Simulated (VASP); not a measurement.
# Tm (Im-3m) in VASP: notebook

Runs on Tm. Level: PBE. Tasks: single point.

Program: VASP 6.6.1. These are calculated values, not measurements. Logs are shortened: lines on timing, memory, paths and dates and some standing lists are left out, and cuts for length are marked.

## 1. The crystal as given

Symmetry: Im-3m, No. 229, cubic system. Conventional cell: a = 3.941 Å, b = 3.941 Å, c = 3.941 Å, α = 90.00°, β = 90.00°, γ = 90.00°. Tm (site symmetry m-3m) has 8 Tm at 3.41 Å as nearest neighbours.

This isn't the form of Tm at room conditions, which is hcp.

## 2. Single point, PBE, collinear spin, ferromagnetic start

INCAR reads:

```
SYSTEM = Tm
PREC = Accurate ; ENCUT = 400
EDIFF = 1E-6 ; ISMEAR = -1
SIGMA = 0.2 ; LREAL = .FALSE.
LASPH = .TRUE. ; NELM = 100
ALGO = Normal ; ISIF = 2
LWAVE = .FALSE. ; LCHARG = .FALSE.
ISPIN = 2 ; MAGMOM = 2
LORBIT = 11 ; LMAXMIX = 6
GGA = PE ; NBANDS = 22
ADDGRID = .FALSE.
```

KPOINTS reads:

```
regular mesh
0
G
  9 9 9
  0 0 0
```

POSCAR reads:

```
Tm
1.0
   -1.9705499473      1.9705499473      1.9705499473
    1.9705499473     -1.9705499473      1.9705499473
    1.9705499473      1.9705499473     -1.9705499473
Tm
1
Direct
    0.0000000000      0.0000000000      0.0000000000
```

Potentials or basis: VASP PAW PBE potentials, release 64 (Tm).

On the command line:

```bash
cat potpaw_PBE.64/Tm/POTCAR > POTCAR
mpirun -np 1 vasp_std > vasp.out
```

OUTCAR:

```text
SYSTEM = Tm
   PREC = Accurate
   ENCUT = 400
   EDIFF = 1E-6
   ISMEAR = -1
   LREAL = .FALSE.
   LASPH = .TRUE.
   NELM = 100
   ISIF = 2
   ISPIN = 2
   LORBIT = 11
   GGA = PE

 Found     35 irreducible k-points:

 Following reciprocal coordinates:
            Coordinates               Weight
  0.000000  0.000000  0.000000      1.000000
  0.111111  0.000000  0.000000     12.000000
  0.222222  0.000000  0.000000     12.000000
  0.333333  0.000000  0.000000     12.000000
  0.444444  0.000000  0.000000     12.000000
  0.111111  0.111111  0.000000     24.000000
   k-points           NKPTS =     35   k-points in BZ     NKDIM =     35   number of bands    NBANDS=     22
   number of dos      NEDOS =    301   number of ions     NIONS =      1
   total plane-waves  NPLWV =  13824
   dimension x,y,z NGX =    24 NGY =   24 NGZ =   24
   dimension x,y,z NGXF=    48 NGYF=   48 NGZF=   48
   ions per type =               1
   NGX,Y,Z   is equivalent  to a cutoff of  11.69, 11.69, 11.69 a.u.
   NGXF,Y,Z  is equivalent  to a cutoff of  23.38, 23.38, 23.38 a.u.
 SYSTEM =  Tm
   PREC   = accura    normal or accurate (medium, high low for compatibility)
   ISTART =      0    job   : 0-new  1-cont  2-samecut
   ICHARG =      2    charge: 1-file 2-atom 10-const
   ISPIN  =      2    spin polarized calculation?
   LNONCOLLINEAR =      F non collinear calculations
   LSORBIT =      F    spin-orbit coupling
   LASPH  =      T    aspherical Exc in radial PAW
   ENCUT  =  400.0 eV  29.40 Ry    5.42 a.u.   5.57  5.57  5.57*2*pi/ulx,y,z
   NELM   =    100;   NELMIN=  2; NELMDL= -5     # of ELM steps
   EDIFF  = 0.1E-05   stopping-criterion for ELM
   LREAL  =      F    real-space projection
   EDIFFG = 0.1E-04   stopping-criterion for IOM
   NSW    =      0    number of steps for IOM
   IBRION =     -1    ionic relax: 0-MD 1-quasi-New 2-CG
   NFREE  =      0    steps in history (QN), initial steepest desc. (CG)
   ISIF   =      2    stress and relaxation
   ISYM   =      2    0-nonsym 1-usesym 2-fastsym
   POTIM  = 0.5000    time-step for ionic-motion
   TEBEG  =    0.0;   TEEND  =   0.0 temperature during run
   PSTRESS=    0.0 pullay stress
   NELECT =      23.0000    total number of electrons
   NUPDOWN=      -1.0000    fix difference up-down
   EMIN   =  10.00;   EMAX   =-10.00  energy-range for DOS
   EFERMI =   0.00;   METHOD = LEGACY
   ISMEAR =    -1;   SIGMA  =   0.20  broadening in eV -4-tet -1-fermi 0-gaus
   EFERMI_NEDOS =   21; number of points for ismear=-14 and -15
   IALGO  =     38    algorithm
   IMIX   =      4    mixing-type and parameters
     AMIX     =   0.40;   BMIX     =  1.00
     AMIX_MAG =   1.60;   BMIX_MAG =  1.00
  volume/ion in A,a.u.               =      30.61       206.55
  Fermi-wavevector in a.u.,A,eV,Ry     =   1.488367  2.812606 30.140115  2.215236
  Thomas-Fermi vector in A             =   2.601411
   LORBIT       =     11    0 simple, 1 ext, 2 COOP (PROOUT), +10 PAW based schemes
   GGA     = PE    functional components
   LHFCALC =     F    Hartree Fock is set to
   AEXX    =    0.0000 exact exchange contribution
   IVDW    =     0    specifies the selected vdW correction
   LEPSILON=     F    determine dielectric tensor
   LRPA    =     F    only Hartree local field effects (RPA)
 spin polarized calculation
  energy-cutoff  :      400.00
  volume of cell :       30.61
 maximum number of plane-waves:       567
 NGX is ok and might be reduce to    24
   NGX = 11   NGY = 11   NGZ = 11

 number of electron      22.9999996 magnetization       1.2054947

 Free energy of the ion-electron system (eV)
  ---------------------------------------------------
  ext. energy  EPLUGINS =         0.00000000
  ---------------------------------------------------
  free energy    TOTEN  =        -4.42452999 eV

  energy without entropy =       -3.68247136  energy(sigma->0) =       -4.05350067

 E-fermi :   2.2982     XC(G=0): -10.1998

 val. band max:        2.2767484228   @ k =  -0.4444   0.4444   0.3333
 cond. band min:       2.3124394366   @ k =  -0.4444  -0.4444   0.2222
 fundamental gap:      0.0356910138
 Fermi energy:         2.2981563392

 spin component 1

 k-point     1 :       0.0000    0.0000    0.0000
  band No.  band energies     occupation
      1     -48.2066      1.00000
      2     -21.1426      1.00000
      3     -21.1426      1.00000
      4     -21.1426      1.00000
      5      -3.0787      1.00000
      6       0.8811      0.99916
[... 14 lines left out ...]
     21      21.5549      0.00000
     22      21.5549      0.00000
[... 102 lines left out ...]
  band No.  band energies     occupation
      1     -48.1924      1.00000
      2     -21.3480      1.00000
      3     -21.1934      1.00000
      4     -21.1612      1.00000
      5      -2.0477      1.00000
      6       0.8868      0.99914
[... 14 lines left out ...]
     21      17.4273      0.00000
     22      18.9942      0.00000

 [... further k-points ...]

 spin component 2

 k-point     1 :       0.0000    0.0000    0.0000
  band No.  band energies     occupation
      1     -47.6775      1.00000
      2     -20.7722      1.00000
      3     -20.7722      1.00000
      4     -20.7722      1.00000
      5      -3.0989      1.00000
      6       1.8936      0.88316
[... 14 lines left out ...]
     21      21.5713      0.00000
     22      21.5713      0.00000
[... 102 lines left out ...]
  band No.  band energies     occupation
      1     -47.6626      1.00000
      2     -20.9870      1.00000
      3     -20.8250      1.00000
      4     -20.7916      1.00000
      5      -2.0593      1.00000
      6       1.8855      0.88729
[... 14 lines left out ...]
     21      17.4378      0.00000
     22      19.0664      0.00000

 [... further k-points ...]

------------------------ aborting loop because EDIFF is reached ----------------------------------------

  FORCE on cell =-STRESS in cart. coord.  units (eV):
  Direction    XX          YY          ZZ          XY          YZ          ZX
  --------------------------------------------------------------------------------------
  -------------------------------------------------------------------------------------
  Total        0.5636377      0.5636377      0.5636377      0.0000000     -0.0000000     -0.0000000
  in kB       29.5045006     29.5045006     29.5045006      0.0000000     -0.0000000     -0.0000000
  external PRESSURE =      29.5045006 kB  Pullay stress =       0.0000000 kB

 VOLUME and BASIS-vectors are now :
 -----------------------------------------------------------------------------
  energy-cutoff  :      400.00
  volume of cell :       30.61
      direct lattice vectors                 reciprocal lattice vectors
    -1.970549947  1.970549947  1.970549947     0.000000000  0.253736273  0.253736273
     1.970549947 -1.970549947  1.970549947     0.253736273  0.000000000  0.253736273
     1.970549947  1.970549947 -1.970549947     0.253736273  0.253736273  0.000000000

 POSITION                                       TOTAL-FORCE (eV/Angst)
 -----------------------------------------------------------------------------------
      0.00000      0.00000      0.00000         0.000000      0.000000      0.000000
 -----------------------------------------------------------------------------------
    total drift:                               -0.000000      0.000000      0.000000

  FREE ENERGIE OF THE ION-ELECTRON SYSTEM (eV)
  ---------------------------------------------------
  free  energy   TOTEN  =        -4.4245299853 eV

  energy  without entropy=       -3.6824713563  energy(sigma->0) =       -4.05350067

 total charge

# of ion       s       p       d       f       tot
--------------------------------------------------
    1        2.216   5.941   0.402  12.504  21.064

 magnetization (x)

# of ion       s       p       d       f       tot
--------------------------------------------------
    1        0.003  -0.021  -0.010   1.257   1.229
```

OSZICAR:

```text
N       E                     dE             d eps       ncg     rms          rms(c)
DAV:   1     0.107786299284E+03    0.10779E+03   -0.64601E+03  4338   0.490E+03
DAV:   2     0.984275330105E+01   -0.97944E+02   -0.92407E+02  3984   0.532E+02
[... 12 lines left out ...]
DAV:  15    -0.442462700131E+01    0.11355E-03   -0.70612E-05  5612   0.203E-01    0.306E-01
DAV:  16    -0.442457614456E+01    0.50857E-04   -0.26110E-05  5652   0.140E-01    0.194E-01
DAV:  17    -0.442453734363E+01    0.38801E-04   -0.32805E-05  4778   0.172E-01    0.710E-02
DAV:  18    -0.442453150014E+01    0.58435E-05   -0.93032E-06  5276   0.623E-02    0.407E-02
DAV:  19    -0.442453026907E+01    0.12311E-05   -0.14315E-06  2686   0.342E-02    0.203E-02
DAV:  20    -0.442452998526E+01    0.28381E-06   -0.14444E-06  1964   0.354E-02
   1 F= -.44245300E+01 E0= -.40535007E+01  d E =-.742059E+00  mag=     1.2054
```

stdout:

```text
POSCAR found type information on POSCAR Tm
 POSCAR found :  1 types and       1 ions
 scaLAPACK will be used
 LDA part: xc-table for (Slater+PW92), standard interpolation
 POSCAR, INCAR and KPOINTS ok, starting setup
 FFT: planning ... GRIDC
 FFT: planning ... GRID_SOFT
 FFT: planning ... GRID
 WAVECAR not read
 entering main loop
```

Run time: 38 s. Hardware: 1 thread of AMD EPYC 9R45 (Zen 5), shared host; peak memory 0.13 GiB.

The run converged, but some of its settings lie outside the range that counts as converged, so its numbers aren't taken as properties of the crystal.

Results:

```yaml
Free_energy: -4.4245 eV
Pressure: 3.0 GPa
Band_gap_on_the_k_mesh: none (metal or under the smearing width)
Net_moment: 1.21 μB per cell
Site_moments: Tm +1.23 μB
Valence_electrons_inside_the_program's_atomic_spheres: Tm 21.06
```

Caveat: the cutoff is under 1.25 times the usual one of these potentials, so pressure, stress and relaxed cells hold a basis-set (Pulay) error; the magnetic or orbital state may not be the lowest; spin-orbit coupling is left out, which moves the levels of the heavy elements.

## 3. Single point, PBE, collinear spin, ferromagnetic start

INCAR reads:

```
SYSTEM = Tm
PREC = Accurate
ENCUT = 520
EDIFF = 1E-6
ISMEAR = -1
SIGMA = 0.05
LREAL = .False.
LASPH = .True.
NELM = 120
ALGO = Normal
ISIF = 2
LWAVE = .False.
LCHARG = .False.
ISPIN = 2
MAGMOM = 3.5
LORBIT = 11
LMAXMIX = 6
GGA = PE
NBANDS = 22
```

KPOINTS reads:

```
Automatic mesh
0
Gamma
  10 10 10
  0 0 0
```

POSCAR is that of step 2.

Potentials or basis: VASP PAW PBE potentials, release 64 (Tm).

On the command line:

```bash
cat potpaw_PBE.64/Tm/POTCAR > POTCAR
mpirun -np 1 vasp_std > vasp.out
```

Wall time 75 s (1 thread of Intel Xeon Platinum 8488C (Sapphire Rapids), shared host); peak memory 0.21 GiB.

The run converged. Its results:

```
Free energy                                           : -4.0479 eV
Pressure                                              : 1.6 GPa
Band gap on the k mesh                                : none (metal or under the smearing width)
Net moment                                            : 1.14 μB per cell
Site moments                                          : Tm +1.22 μB
Valence electrons inside the program's atomic spheres : Tm 21.07
```

Levels at points of the mesh, in eV from the Fermi level:
Spin up:
```tsv
k point	band 9	band 10	band 11	band 12	band 13	band 14	band 15	band 16
(0.00, 0.00, 0.00)	-1.03	-1.02	-1.02	-1.02	2.88	2.88	2.88	5.12
(0.50, 0.00, 0.00)	-1.17	-1.11	-1.07	-1.02	1.05	1.23	4.95	5.99
(0.50, 0.50, 0.50)	-1.13	-1.13	-1.13	-0.96	-0.96	6.39	6.39	6.39
```
Spin down:
```
           k point  band 8  band 9  band 10  band 11  band 12  band 13  band 14  band 15
(0.00, 0.00, 0.00)   -0.33   -0.33    -0.13    -0.13    -0.13     2.93     2.93     2.93
(0.50, 0.00, 0.00)   -0.42   -0.33    -0.04    -0.04     0.03     1.04     1.20     4.98
(0.50, 0.50, 0.50)   -0.45   -0.45    -0.45     0.09     0.09     0.09     6.34     6.34
```

Caveat: the magnetic or orbital state may not be the lowest; spin-orbit coupling is left out, which moves the levels of the heavy elements.

## 4. The reference run

An earlier run on the cell as given: functional PBE; potentials or basis VASP PAW PBE potentials, release 64 (Tm); cutoff 520 eV; k mesh 10 × 10 × 10; occupations fermi-dirac, width 0.05 eV; collinear spin, ferromagnetic start; starting moments [2.0] μB.

- Pressure: 2.8 GPa
- Band gap on the k mesh: none (metal or under the smearing width)
- Net moment: 1.14 μB per cell
- Site moments: Tm +1.22 μB
- Valence electrons inside the program's atomic spheres: Tm 21.06
